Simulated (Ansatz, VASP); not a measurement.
**One calculation of Cr, two programs**

```
CELL_PARAMETERS angstrom
-1.41460 1.41460 1.41460
1.41460 -1.41460 1.41460
1.41460 1.41460 -1.41460
ATOMIC_POSITIONS crystal
Cr 0.00000 0.00000 0.00000
```

Alike in both runs: functional r2SCAN; k mesh 20 × 20 × 20; occupations gaussian, width 0.1 eV; no spin polarisation.

Ansatz relaxed the structure, and its values are those at the end. VASP's run is a single point on that final structure, the one shown.

```csv
,VASP,Ansatz
version,VASP 6.6.1,Ansatz 0.2.0
potentials or method,"VASP PAW PBE potentials, release 64 (Cr_pv)","scalar-relativistic, plane waves, PAW"
plane-wave cutoff (eV),520,500
valence electrons in the cell,12,14
```

Ansatz gave:

* gap on the k mesh at the Fermi level (eV): none
* pressure (GPa): 0.0

Question: What did VASP give for the same quantities?

Answer: gap on the k mesh at the Fermi level (eV): none; pressure (GPa): 0.6.

A gap of «none» marks a metal or a gap that the smearing closes. The two sets of potentials don't hold the same shells in valence.

Caveats: the PAW data sets were made with another functional, which shifts forces and pressure a little (VASP); the run has no spin polarisation, though such a crystal can be magnetic. Spin polarisation is off, so any magnetic state and its effect on volume and gap are missing.
